# Why copper's longitudinal vibration does not stiffen from L to X

## The row that looks wrong

Row 12 seems to run the wrong way. It belongs to a shorter wave than row 6, and shorter waves usually vibrate faster, yet its phonon frequency is 250.5 cm⁻¹ against 259 cm⁻¹. In the same step the other vibrations stiffen strongly, from 118 cm⁻¹ in row 4 to 170 cm⁻¹ in row 10.

Harmonic phonon frequencies of fcc copper at its relaxed cell, computed with GPAW 26.7.0 using the WC functional, PAW data sets and a 510 eV plane-wave cutoff, without spin polarisation. The forces come from displaced atoms in a 2×2×2 supercell with a 4×4×4 k mesh and Fermi–Dirac smearing of 0.05 eV.

```
row  phonon q row (row)  phonon frequency (cm⁻¹)
  1                   1                     0.00
  2                   1                     0.00
  3                   1                     0.00
  4                   2                   118.00
  5                   2                   118.00
  6                   2                   259.00
  7                   3                   118.00
  8                   3                   118.00
  9                   3                   259.00
 10                   4                   170.00
 11                   4                   170.00
 12                   4                   250.50
 13                   5                   118.00
 14                   5                   118.00
 15                   5                   259.00
 16                   6                   170.00
 17                   6                   170.00
 18                   6                   250.50
 19                   7                   170.00
 20                   7                   170.00
 21                   7                   250.50
 22                   8                   118.00
 23                   8                   118.00
 24                   8                   259.00
```

## What the rows are

The phonon q row numbers the wave vectors, and many of them are equivalent by symmetry. Numbers 2, 3, 5 and 8 are the point called L, where the wave runs along a body diagonal of the cubic cell. Numbers 4, 6 and 7 are X, where it runs along a cube edge. The switching back and forth between the L values and the X values therefore comes only from the order of the list, and the trend to explain is the change from L to X.

Copper has one atom in its primitive cell, so each wave vector has three vibrations. At number 1 the whole crystal shifts rigidly, no bond changes and the frequency is zero. At L and X symmetry makes the two sideways (transverse) motions equal, which gives the pairs in the table. The single upper value is the longitudinal motion, along the direction of the wave.

## Planes that move against each other

At both points the crystal moves as stiff sheets of atoms, each sheet opposite to the next. Bonds within a sheet keep their length, and only bonds between sheets are strained. The stiffness then depends on two things: how many bonds join an atom to the opposed sheets, and how well these bonds point along the motion.

At L the sheets are the close-packed planes. Six of an atom's twelve nearest neighbours lie in opposed sheets, and their bonds lean by only 35° from the direction of the wave. At X there are eight such neighbours, but their bonds lean over by 45°.

For the longitudinal motion the two changes cancel: X has more bonds, each less well aimed. For the sideways motion they work together, because leaning bonds resist sideways sliding better, and there are more of them. This is why one kind of vibration stiffens while the other hardly changes.

## The count in symbols

Let each nearest-neighbour bond be a spring of constant $K$ that resists only stretching. If an atom of mass $M$ moves by $u$ and its neighbour by $-u$, a bond at angle $\theta$ to the motion stretches by $2u\cos\theta$. It pulls back along the motion with the force $2Ku\cos^2\theta$. Summed over the $N$ opposed neighbours, with $\omega$ the angular frequency, this gives

$$M\omega^2 = 2K\,w,\qquad w = N\,\langle\cos^2\theta\rangle .$$

Along the wave, the mean $\cos^2\theta$ is 2/3 at L and 1/2 at X. What remains of 1 is shared equally by the two sideways directions, which leaves 1/6 and 1/4.

- Longitudinal: $w = 6\times 2/3 = 4$ at L and $8\times 1/2 = 4$ at X.
- Transverse: $w = 6\times 1/6 = 1$ at L and $8\times 1/4 = 2$ at X.

The frequency follows $\sqrt{w}$. The transverse one should thus rise by a factor $\sqrt2 \approx 1.41$, and the calculation gives 1.44. Mass and spring constant cancel in this ratio, so it should carry over to another metal of the same structure as far as nearest-neighbour springs dominate there.

## One frequency worked out

A single scale, set by least squares to the four distinct non-zero frequencies, is 125 cm⁻¹ for $w=1$. For row 10 this gives $125\times\sqrt2 \approx 177$ cm⁻¹, which is 4% above the computed value; that row was part of the fit. The largest error, 6% of the computed value, is at the transverse vibration of L.

The scale corresponds to a spring of roughly 30 N/m. This is an effective constant, since the electrons of a metal also respond when atoms move. It belongs to the relaxed crystal, whose volume is 2% below that of the starting cell, and a tighter lattice normally vibrates faster.

## The small drop that remains

The spring picture explains why row 12 does not rise above row 6, but it makes the two equal. The computed drop of 3% is smaller than the model's largest error, and the model cannot explain it. Weak sideways forces between neighbours, which the model leaves out, are the likely main source, as the count below suggests.

One test can rule out nearest neighbours as the whole story, though passing it would not prove them so. If a displaced atom exerts forces only on its nearest neighbours, in whatever direction, the three squared frequencies at L must add up to 6/8 of their sum at X, because six neighbours are opposed instead of eight. The table gives 0.79 instead of 0.75. Second neighbours could supply the excess, since they are opposed at L but move together at X; third neighbours could not, because 12 of them are opposed at L and 16 at X, the same ratio again. By cubic symmetry a second-neighbour term adds equally to all three squared frequencies at L, so it is expected to cover only about a third of the gap between the squared longitudinal frequencies. The rest points to forces between opposed atoms that are not pure stretching. The same term lifts the transverse frequency at L, so the close match to $\sqrt2$ probably owes something to omissions that offset each other. The coarse k mesh could also contribute, and a finer one would be needed to tell the two apart.
